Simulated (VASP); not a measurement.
CaF$_{2}$ (fluorite) relaxed at rising pressure, in one space group throughout; other phases were not tried. The pressures are those reached. Calculation: PBEsol GGA, VASP's PBE PAW potentials (set 64) (plane waves; VASP).

| P (GPa) | V (Å³/atom) | k-mesh |
|---|---|---|
| -0.14 | 13.323 | 7×7×7 |
| 5.07 | 12.637 | 7×7×7 |
| 10.06 | 12.124 | 7×7×7 |
| 20.02 | 11.350 | 7×7×7 |
| 29.96 | 10.774 | 8×8×8 |

A change of mesh leaves a small step in the series.

### Question
Fit an equation of state and predict the volume at 45.05 GPa.

### Answer
Least squares on the third-order Birch-Murnaghan form, P = (3B0/2)(y⁷ − y⁵)[1 + (3/4)(B′ − 4)(y² − 1)] with y = (V0/V)^(1/3), gives V0 = 13.302 Å³/atom, B0 = 88 GPa and B′ = 4.5, and so 10.113 Å³/atom. The run gave 10.111 Å³/atom, -0.0 % from the fit.

Pressures at which the relaxation failed are left out.

The compound is CaF2 in the fluorite structure.
